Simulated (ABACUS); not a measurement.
Crystal: Rb.

```
Rb
1.0
     0.00000    3.63988    3.63988
     3.63988    0.00000    3.63988
     3.63988    3.63988    0.00000
Rb
1
Cartesian
  0.0000 0.0000 0.0000
```

This isn't the form of Rb at room conditions, which is bcc.

- Program: ABACUS 3.10.1
- Task: single point
- Functional: PBE
- Potentials or basis: PseudoDojo NC SR 0.4.1 PBE standard
- Cutoff: 639 eV
- Density cutoff: 2558 eV
- Basis: plane waves
- k mesh: 6 × 6 × 6
- Occupations: fermi-dirac, width 0.05 eV
- Spin: no spin polarisation

On this cell: pressure -0.1 GPa; band gap on the k mesh none (metal or under the smearing width).

The same run follows on a disturbed copy (cell strained at random at fixed volume):

```
Rb
1.0
    -0.03369    3.68041    3.61935
     3.59207   -0.01407    3.59973
     3.60347    3.67219   -0.02547
Rb
1
Direct
  0.00422 0.00482 0.99140
```

What does the disturbed cell give?

The energy (extrapolated to zero smearing) moves by +0.1 meV/atom; pressure -0.1 GPa; band gap on the k mesh none (metal or under the smearing width).
